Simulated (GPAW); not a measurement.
# B/Au(110) in an electric field

Aim: the dipole that a field along the normal induces in B/Au(110).

Method: GPAW, PAW setups; slab in vacuum, relaxation, in the first sound run; inputs show where later runs differ, in GPAW 26.7.0.

## 1. Starting point

The cell holds 6 atoms: 5 Au and 1 B. Its edges and angles: a = 4.080 Å, b = 2.885 Å, c = 20.270 Å, α = 90.0°, β = 90.0°, γ = 90.0°. Vacuum lies along c.

## 2. Relaxing the atoms

Forces are removed first; all later runs use this geometry. The lowest 2 atoms are held at bulk positions and keep their forces.

The input, run.py:

```python
import json
import numpy as np
from ase import Atoms
from ase.constraints import FixAtoms
from ase.optimize import BFGS
from gpaw import GPAW, PW

slab = Atoms(
    ['Au', 'Au', 'Au', 'Au', 'Au', 'B'],
    positions=[
        [0.00000, 0.00000, 7.00000],
        [2.04000, 1.44250, 8.44250],
        [0.00000, 0.00000, 9.88500],
        [2.04000, 1.44250, 11.32749],
        [0.00000, 0.00000, 12.76999],
        [2.04000, 1.44250, 13.26999]],
    cell=[[4.08, 0.0, 0.0], [0.0, 2.885, 0.0], [0.0, 0.0, 20.26999]],
    pbc=[True, True, False])

slab.calc = GPAW(mode=PW(500), xc='PBE', kpts={'size': (8, 11, 1), 'gamma': True},
                 occupations={'name': 'fermi-dirac', 'width': 0.1}, nbands='200%',
                 convergence={'density': 1e-05}, maxiter=200,
                 poissonsolver={'dipolelayer': 'xy'},
                 symmetry={'tolerance': 1e-3, 'extra_ids': [1, 1, 0, 0, 0, 0]}, txt='slab.txt')
result = {}
slab.set_constraint(FixAtoms([0, 1]))
path = []
opt = BFGS(slab, maxstep=0.2)
opt.attach(lambda: path.append((slab.get_potential_energy(), slab.positions.tolist(), slab.get_forces().tolist())))
result['relaxed'] = bool(opt.run(fmax=0.03, steps=40))
result['path'] = path
energy = slab.get_potential_energy()
fermi = slab.calc.get_fermi_level()
v = slab.calc.get_electrostatic_potential().mean((0, 1)) - fermi
n = slab.calc.get_pseudo_density().mean((0, 1))
L = slab.cell[2, 2]
z = np.arange(len(v)) * L / len(v)
low, high = slab.positions[:, 2].min(), slab.positions[:, 2].max()
below, above = np.interp([low - 4.8, high + 4.8], z, v)
slopes = [np.interp(x, z, np.gradient(v, z)) for x in (low - 4.8, high + 4.8)]
eps = np.array([[slab.calc.get_eigenvalues(k, s) for k in range(len(slab.calc.get_ibz_k_points()))]
                for s in range(slab.calc.get_number_of_spins())]) - fermi
top, bottom = eps[eps < 0].max(), eps[eps > 0].min()
dipole = slab.get_dipole_moment()[2]
print(f'energy {energy:.4f} eV, Fermi level {fermi:.4f} eV, dipole {dipole:.5f} e A')
print(f'potential 4.8 A off the faces, from the Fermi level: lower {below:.4f} eV, upper {above:.4f} eV')
print(f'slope of the potential there: lower {slopes[0]:.5f}, upper {slopes[1]:.5f} eV/A')
print(f'nearest levels on the mesh: {top:.4f} and {bottom:.4f} eV')
print('magnetic moment', round(slab.get_magnetic_moment(), 3))
result.update(energy=energy, fermi=fermi, dipole=dipole, below=below, above=above, slopes=slopes, edges=[top, bottom],
              z=z.tolist(), v=v.tolist(), n=n.tolist(), positions=slab.positions.tolist(),
              forces=slab.get_forces(apply_constraint=False).tolist(), moments=slab.get_magnetic_moments().tolist())
json.dump(result, open('result.json', 'w'))
```

Launch:

```
OMP_NUM_THREADS=1 OPENBLAS_NUM_THREADS=1 python run.py
```

The program printed:

```text
Step          Energy          fmax
BFGS:    0      -18.392721        2.531566
BFGS:    1      -18.551657        1.815670
BFGS:    2      -18.712741        1.471293
BFGS:    3      -18.789686        1.238060
BFGS:    4      -18.884951        1.373461
BFGS:    5      -19.006774        1.720829
BFGS:    6      -19.106816        1.706109
BFGS:    7      -19.190883        1.196340
BFGS:    8      -19.237091        0.676146
BFGS:    9      -19.246641        0.665434
BFGS:   10      -19.283573        0.474443
BFGS:   11      -19.310908        0.324369
BFGS:   12      -19.346413        0.167052
BFGS:   13      -19.357852        0.139444
BFGS:   14      -19.359082        0.140889
BFGS:   15      -19.359532        0.128228
BFGS:   16      -19.360661        0.071766
BFGS:   17      -19.361285        0.050986
BFGS:   18      -19.361619        0.019880
energy -19.3211 eV, Fermi level 0.6314 eV, dipole -0.01465 e A
potential 4.8 A off the faces, from the Fermi level: lower 5.1009 eV, upper 5.3232 eV
slope of the potential there: lower -0.00011, upper 0.00017 eV/A
nearest levels on the mesh: -0.0063 and 0.0657 eV
magnetic moment 0.0
```

It took 81 min on 1 thread of Arm Neoverse V1, shared host; peak memory 0.42 GiB.

Relaxation path:

| step | energy less that of the first step (eV) | largest force (eV/Å) |
| --- | --- | --- |
| 1 | 0.0000 | 2.5316 |
| 2 | -0.1590 | 1.8157 |
| 3 | -0.3201 | 1.4713 |
| 4 | -0.3967 | 1.2381 |
| 5 | -0.4907 | 1.3735 |
| 6 | -0.6112 | 1.7208 |
| 7 | -0.7097 | 1.7061 |
| 8 | -0.7932 | 1.1963 |
| 9 | -0.8397 | 0.6761 |
| 10 | -0.8494 | 0.6654 |
| 11 | -0.8861 | 0.4744 |
| 12 | -0.9132 | 0.3244 |
| 13 | -0.9484 | 0.1671 |
| 14 | -0.9599 | 0.1394 |
| 15 | -0.9612 | 0.1409 |
| 16 | -0.9617 | 0.1282 |
| 17 | -0.9630 | 0.0718 |
| 18 | -0.9637 | 0.0510 |
| 19 | -0.9641 | 0.0199 |

The atoms that moved most (Å):

```
atom     dx     dy     dz  length
 Au5  0.000  0.000  1.103   1.103
  B6  0.000  0.000  0.400   0.400
 Au4  0.000  0.000  0.230   0.230
 Au3  0.000  0.000  0.142   0.142
```

Final coordinates:

```cif
data_structure
_symmetry_space_group_name_H-M 'P 1'
_symmetry_Int_Tables_number 1
_cell_length_a 4.0800
_cell_length_b 2.8850
_cell_length_c 20.2700
_cell_angle_alpha 90.000
_cell_angle_beta 90.000
_cell_angle_gamma 90.000
_cell_volume 238.59
loop_
_atom_site_label
_atom_site_type_symbol
_atom_site_fract_x
_atom_site_fract_y
_atom_site_fract_z
_atom_site_occupancy
Au1 Au 0.00000 0.00000 0.34534 1
Au2 Au 0.50000 0.50000 0.41650 1
Au3 Au 0.00000 0.00000 0.49465 1
Au4 Au 0.50000 0.50000 0.57016 1
Au5 Au 0.00000 0.00000 0.68441 1
B6 B 0.50000 0.50000 0.67440 1
```

This step gave:

```
dipole along the normal                    : -0.01465 e·Å
levels nearest the Fermi level on the mesh : -0.006330, 0.06566 eV from the Fermi level
upper work function                        : 5.323 eV
lower work function                        : 5.101 eV
```

The electrostatic potential energy of an electron (without an applied field's), less the Fermi level, planar mean oscillates, so the rows of the table below give means over windows of 1.54 Å about each position, cut where the curve ends. Its maxima inside the range that stand out by 2 % of the span (Å: eV): 7.7: -5.82, 9.3: -4.17, 10.8: -5.07, 12.6: 1.20. Its minima: 7.0: -12.7, 8.4: -13.1, 10.0: -13.3, 11.6: -13.0, 13.8: -21.0.

Table of electrostatic potential energy of an electron (without an applied field's), less the Fermi level, planar mean by z; means over each step:

```csv
z (Å),"electrostatic potential energy of an electron (without an applied field's), less the Fermi level, planar mean (eV)"
0.77,5.11
2.31,5.10
3.85,5.09
5.39,4.20
6.93,-7.63
8.47,-8.92
10.01,-8.87
11.55,-8.22
13.09,-6.91
14.63,-3.94
16.17,5.18
17.71,5.32
19.25,5.32
```

The pseudo valence density, planar mean by z:

z (Å), pseudo valence density, planar mean (e/Å³) and a bar from the least value:
```
     0.00      0.000 
     0.58      0.000 
     1.16      0.000 
     1.54      0.000 
     2.12      0.000 
     2.70      0.000 
     3.28      0.000 
     3.86      0.000 
     4.25      0.001 
     4.83      0.004 
     5.41      0.020 #
     5.98      0.117 ####
     6.56      0.451 #################
     7.14      0.779 ##############################
     7.53      0.523 ####################
     8.11      0.640 ########################
     8.69      0.697 ###########################
     9.27      0.420 ################
     9.85      0.751 #############################
    10.23      0.734 ############################
    10.81      0.439 #################
    11.39      0.757 #############################
    11.97      0.476 ##################
    12.55      0.215 ########
    12.93      0.277 ###########
    13.51      0.670 #########################
    14.09      0.789 ##############################
    14.67      0.254 ##########
    15.25      0.048 ##
    15.83      0.009 
    16.22      0.003 
    16.80      0.001 
    17.37      0.000 
    17.95      0.000 
    18.53      0.000 
    18.92      0.000 
    19.50      0.000 
    20.08      0.000
```

The relaxation lowered the energy of the cell by 0.964 eV (energies extrapolated to zero smearing; the optimiser's log prints free energies). The largest force left on a free atom is 0.020 eV/Å.

## 3. Plane waves, PBE

With the geometry fixed, the planar mean of the potential gives the vacuum level on each side.

This step: GPAW, PAW setups; slab in vacuum (GPAW 26.7.0).

run.py: that of step 2 with these lines changed.

```diff
@@ -3,4 +3,2 @@
 from ase import Atoms
-from ase.constraints import FixAtoms
-from ase.optimize import BFGS
 from gpaw import GPAW, PW
@@ -12,6 +10,6 @@
         [2.04000, 1.44250, 8.44250],
-        [0.00000, 0.00000, 9.88500],
-        [2.04000, 1.44250, 11.32749],
-        [0.00000, 0.00000, 12.76999],
-        [2.04000, 1.44250, 13.26999]],
+        [0.00000, 0.00000, 10.02651],
+        [2.04000, 1.44250, 11.55704],
+        [0.00000, -0.00000, 13.87298],
+        [2.04000, 1.44250, 13.67009]],
     cell=[[4.08, 0.0, 0.0], [0.0, 2.885, 0.0], [0.0, 0.0, 20.26999]],
@@ -23,10 +21,4 @@
                  poissonsolver={'dipolelayer': 'xy'},
-                 symmetry={'tolerance': 1e-3, 'extra_ids': [1, 1, 0, 0, 0, 0]}, txt='slab.txt')
+                 symmetry={'tolerance': 1e-3}, txt='slab.txt')
 result = {}
-slab.set_constraint(FixAtoms([0, 1]))
-path = []
-opt = BFGS(slab, maxstep=0.2)
-opt.attach(lambda: path.append((slab.get_potential_energy(), slab.positions.tolist(), slab.get_forces().tolist())))
-result['relaxed'] = bool(opt.run(fmax=0.03, steps=40))
-result['path'] = path
 energy = slab.get_potential_energy()
```

The program printed:

```text
energy -19.3211 eV, Fermi level 0.6314 eV, dipole -0.01466 e A
potential 4.8 A off the faces, from the Fermi level: lower 5.1008 eV, upper 5.3233 eV
slope of the potential there: lower -0.00014, upper 0.00016 eV/A
nearest levels on the mesh: -0.0064 and 0.0656 eV
magnetic moment 0.0
```

Elapsed: 6.9 min, on 1 thread; peak memory 0.41 GiB.

This step gave:

| Item | Value |
| --- | --- |
| dipole along the normal | -0.01466 e·Å |
| levels nearest the Fermi level on the mesh | -0.006352, 0.06565 eV from the Fermi level |

The electrostatic potential energy of an electron (without an applied field's), less the Fermi level, planar mean oscillates, so the rows of the table below give means over windows of 1.54 Å about each position, cut where the curve ends. Its maxima inside the range that stand out by 2 % of the span (Å: eV): 7.7: -5.82, 9.3: -4.17, 10.8: -5.07, 12.6: 1.20. Its minima: 7.0: -12.7, 8.4: -13.1, 10.0: -13.3, 11.6: -13.0, 13.8: -21.0.

Table of electrostatic potential energy of an electron (without an applied field's), less the Fermi level, planar mean by z; means over each step:

(Unchanged from step 2.)

The pseudo valence density, planar mean oscillates, so the rows of the table below give means over windows of 1.54 Å about each position, cut where the curve ends. Its maxima inside the range that stand out by 2 % of the span (Å: e/Å³): 6.9: 0.804, 8.5: 0.829, 10.0: 0.830, 11.6: 0.809, 13.9: 0.917. Its minima: 7.7: 0.488, 9.3: 0.420, 10.8: 0.439, 12.5: 0.215.

The pseudo valence density, planar mean by z; means over each step:

```
z (Å)  pseudo valence density, planar mean (e/Å³)
 2.31                                      8.2e-6
 3.85                                      5.3e-4
 5.39                                      0.0433
 6.93                                       0.557
 8.47                                       0.614
10.01                                       0.601
11.55                                       0.562
13.09                                       0.446
14.63                                       0.368
16.17                                     0.00709
17.71                                      7.9e-5
```

Force by atom:

```
atom  x (eV/Å)  y (eV/Å)  z (eV/Å)   size
 Au1     0.000     0.000     0.101  0.101
 Au2     0.000     0.000    -0.108  0.108
 Au3     0.000     0.000     0.003  0.003
 Au4     0.000     0.000     0.020  0.020
 Au5     0.000     0.000    -0.011  0.011
  B6     0.000     0.000    -0.002  0.002
```

The potential is flat to 1.6e-4 eV/Å where it is read, so the vacuum is wide enough.

## 4. Field on

A uniform field along the normal polarises the slab; the atoms stay fixed, so this is the electronic response alone.

run.py: that of step 3 with these lines changed.

```diff
@@ -4,2 +4,3 @@
 from gpaw import GPAW, PW
+from gpaw.external import ConstantElectricField
 
@@ -21,2 +22,3 @@
                  poissonsolver={'dipolelayer': 'xy'},
+                 external=ConstantElectricField(-0.2, [0, 0, 1]),
                  symmetry={'tolerance': 1e-3}, txt='slab.txt')
```

The program printed:

```text
energy -19.3360 eV, Fermi level 0.5994 eV, dipole -0.13726 e A
potential 4.8 A off the faces, from the Fermi level: lower 4.2166 eV, upper 6.3265 eV
slope of the potential there: lower -0.00004, upper 0.00024 eV/A
nearest levels on the mesh: -0.0042 and 0.0696 eV
magnetic moment 0.0
```

Elapsed: 7.4 min, on 1 thread; peak memory 0.55 GiB.

This step gave:

```
dipole along the normal                                         : -0.1373 e·Å
levels nearest the Fermi level on the mesh                      : -0.004164, 0.06956 eV from the Fermi level
potential below the slab, the applied field's own ramp left out : 4.217 eV from the Fermi level
potential above the slab, the applied field's own ramp left out : 6.326 eV from the Fermi level
```

The electrostatic potential energy of an electron (without an applied field's), less the Fermi level, planar mean oscillates, so the rows of the table below give means over windows of 1.54 Å about each position, cut where the curve ends. Its maxima inside the range that stand out by 2 % of the span (Å: eV): 7.7: -6.29, 9.3: -4.35, 10.8: -4.94, 12.6: 1.70, 19.8: 6.33. Its minima: 7.0: -13.3, 8.4: -13.5, 10.0: -13.3, 11.6: -12.7, 13.8: -20.3.

Table of electrostatic potential energy of an electron (without an applied field's), less the Fermi level, planar mean by z; means over each step:

```
z (Å)  electrostatic potential energy of an electron (without an applied field's), less the Fermi level, planar mean (eV)
 0.77                                                                                                                4.35
 2.31                                                                                                                4.22
 3.85                                                                                                                4.21
 5.39                                                                                                                3.35
 6.93                                                                                                               -8.27
 8.47                                                                                                               -9.25
10.01                                                                                                               -8.89
11.55                                                                                                               -7.94
13.09                                                                                                               -6.32
14.63                                                                                                               -3.06
16.17                                                                                                                6.17
17.71                                                                                                                6.32
19.25                                                                                                                6.31
```

Force by atom:

| atom | x (eV/Å) | y (eV/Å) | z (eV/Å) | size |
| --- | --- | --- | --- | --- |
| Au1 | 0.000 | 0.000 | 0.100 | 0.100 |
| Au2 | 0.000 | 0.000 | -0.110 | 0.110 |
| Au3 | 0.000 | 0.000 | -0.002 | 0.002 |
| Au4 | 0.000 | 0.000 | 0.021 | 0.021 |
| Au5 | 0.000 | 0.000 | -0.010 | 0.010 |
| B6 | 0.000 | 0.000 | -0.002 | 0.002 |

The dipole is now -0.137 e Å, against -0.015 in the run without a field.

## 5. In a field

run.py: that of step 4 with these lines changed.

```diff
@@ -22,3 +22,3 @@
                  poissonsolver={'dipolelayer': 'xy'},
-                 external=ConstantElectricField(-0.2, [0, 0, 1]),
+                 external=ConstantElectricField(-0.1, [0, 0, 1]),
                  symmetry={'tolerance': 1e-3}, txt='slab.txt')
```

The program printed:

```text
energy -19.3255 eV, Fermi level 0.6159 eV, dipole -0.07591 e A
potential 4.8 A off the faces, from the Fermi level: lower 4.6576 eV, upper 5.8243 eV
slope of the potential there: lower -0.00007, upper 0.00020 eV/A
nearest levels on the mesh: -0.0053 and 0.0676 eV
magnetic moment 0.0
```

Wall time 8.9 min (1 thread); peak memory 0.56 GiB.

Numbers from this step:

| Quantity | Value |
| --- | --- |
| dipole along the normal | -0.07591 e·Å |
| levels nearest the Fermi level on the mesh | -0.005269, 0.06761 eV from the Fermi level |
| potential below the slab, the applied field's own ramp left out | 4.658 eV from the Fermi level |
| potential above the slab, the applied field's own ramp left out | 5.824 eV from the Fermi level |

The electrostatic potential energy of an electron (without an applied field's), less the Fermi level, planar mean oscillates, so the rows of the table below give means over windows of 1.54 Å about each position, cut where the curve ends. Its maxima inside the range that stand out by 2 % of the span (Å: eV): 7.7: -6.06, 9.3: -4.26, 10.8: -5.00, 12.6: 1.45. Its minima: 7.0: -13.0, 8.4: -13.3, 10.0: -13.3, 11.6: -12.8, 13.8: -20.7.

Electrostatic potential energy of an electron (without an applied field's), less the Fermi level, planar mean against z; means over each step:

| z (Å) | electrostatic potential energy of an electron (without an applied field's), less the Fermi level, planar mean (eV) |
| --- | --- |
| 0.77 | 4.73 |
| 2.31 | 4.66 |
| 3.85 | 4.65 |
| 5.39 | 3.78 |
| 6.93 | -7.95 |
| 8.47 | -9.09 |
| 10.01 | -8.88 |
| 11.55 | -8.08 |
| 13.09 | -6.62 |
| 14.63 | -3.50 |
| 16.17 | 5.68 |
| 17.71 | 5.82 |
| 19.25 | 5.81 |

Force by atom:

| atom | x (eV/Å) | y (eV/Å) | z (eV/Å) | size |
| --- | --- | --- | --- | --- |
| Au1 | 0.000 | 0.000 | 0.101 | 0.101 |
| Au2 | 0.000 | 0.000 | -0.109 | 0.109 |
| Au3 | 0.000 | 0.000 | 0.001 | 0.001 |
| Au4 | 0.000 | 0.000 | 0.021 | 0.021 |
| Au5 | 0.000 | 0.000 | -0.011 | 0.011 |
| B6 | 0.000 | 0.000 | -0.002 | 0.002 |

The dipole is now -0.0759 e Å, against -0.015 in the run without a field.

## 6. In a field

run.py: that of step 5 with these lines changed.

```diff
@@ -22,3 +22,3 @@
                  poissonsolver={'dipolelayer': 'xy'},
-                 external=ConstantElectricField(-0.1, [0, 0, 1]),
+                 external=ConstantElectricField(-0.05, [0, 0, 1]),
                  symmetry={'tolerance': 1e-3}, txt='slab.txt')
```

The program printed:

```text
energy -19.3225 eV, Fermi level 0.6237 eV, dipole -0.04522 e A
potential 4.8 A off the faces, from the Fermi level: lower 4.8788 eV, upper 5.5738 eV
slope of the potential there: lower -0.00009, upper 0.00018 eV/A
nearest levels on the mesh: -0.0058 and 0.0666 eV
magnetic moment 0.0
```

Run time: 8.9 min. Hardware: 1 thread; peak memory 0.56 GiB.

The electrostatic potential energy of an electron (without an applied field's), less the Fermi level, planar mean oscillates, so the rows of the table below give means over windows of 1.54 Å about each position, cut where the curve ends. Its maxima inside the range that stand out by 2 % of the span (Å: eV): 7.7: -5.94, 9.3: -4.22, 10.8: -5.04, 12.6: 1.32. Its minima: 7.0: -12.8, 8.4: -13.2, 10.0: -13.3, 11.6: -12.9, 13.8: -20.8.

Electrostatic potential energy of an electron (without an applied field's), less the Fermi level, planar mean against z; means over each step:

```csv
z (Å),"electrostatic potential energy of an electron (without an applied field's), less the Fermi level, planar mean (eV)"
0.77,4.92
2.31,4.88
3.85,4.87
5.39,3.99
6.93,-7.79
8.47,-9.00
10.01,-8.87
11.55,-8.15
13.09,-6.76
14.63,-3.72
16.17,5.43
17.71,5.57
19.25,5.57
```

## 7. Field on

run.py: that of step 6 with these lines changed.

```diff
@@ -22,3 +22,3 @@
                  poissonsolver={'dipolelayer': 'xy'},
-                 external=ConstantElectricField(-0.05, [0, 0, 1]),
+                 external=ConstantElectricField(0.05, [0, 0, 1]),
                  symmetry={'tolerance': 1e-3}, txt='slab.txt')
```

The program printed:

```text
energy -19.3211 eV, Fermi level 0.6388 eV, dipole 0.01626 e A
potential 4.8 A off the faces, from the Fermi level: lower 5.3233 eV, upper 5.0732 eV
slope of the potential there: lower -0.00013, upper 0.00015 eV/A
nearest levels on the mesh: -0.0069 and 0.0647 eV
magnetic moment 0.0
```

Elapsed: 8.2 min, on 1 thread; peak memory 0.56 GiB.

(Part 1 of 2 ends here.)

[Logs are printed without paths, hosts, clocks, repeated set-up lines and the standing remarks that a program may print on its own settings, such as how far it seeks lower states.]

[Hosts, paths, dates, database ids (printed as entryN), source tags and the programs' standing remarks are cut or masked in the printed files.]
